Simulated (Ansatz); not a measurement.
BeO:
```
CELL_PARAMETERS angstrom
      2.71175     0.00000     0.00000
     -1.35588     2.34845     0.00000
      0.00000     0.00000     4.40444
ATOMIC_POSITIONS crystal
  Be 0.66667 0.33333 0.00011
  Be 0.33333 0.66667 0.50011
  O  0.66667 0.33333 0.37789
  O  0.33333 0.66667 0.87789
```

Relaxed with PBE. Special points in fractions of this cell's reciprocal vectors: Γ (0.000, 0.000, 0.000); M (0.500, 0.000, 0.000); K (0.333, 0.333, 0.000); A (0.000, 0.000, 0.500); L (0.500, 0.000, 0.500); H (0.333, 0.333, 0.500).

Problem. List the band energies nearest the valence-band maximum at these points for PBE (plane waves, PAW; program Ansatz).

Solution. In eV from the valence-band maximum; about four levels below and three above (degenerate sets whole), none deeper than 8.9 eV; points with the same levels are listed once.

| k | below | above |
|---|---|---|
| Γ | -0.99 -0.99 -0.04 -0.04 0.00 | 7.45 11.46 14.19 14.19 |
| M | -3.33 -2.61 -1.93 -0.92 | 9.72 10.14 13.23 |
| K | -3.60 -3.60 -2.84 -2.38 -2.38 | 9.11 12.74 14.34 14.34 |
| A | -0.53 -0.53 -0.53 -0.53 | 9.71 9.71 14.45 14.45 |
| L | -1.84 -1.84 -1.70 -1.70 | 8.96 8.96 14.49 14.49 |
| H | -4.34 -4.34 -1.26 -1.26 | 11.56 11.56 11.96 11.96 |

Space group P6_3mc (wurtzite). Symmetry was held in the PBE relaxation; phonons on a q-mesh show no instability.

Potentials: the later of the program's two PAW sets.
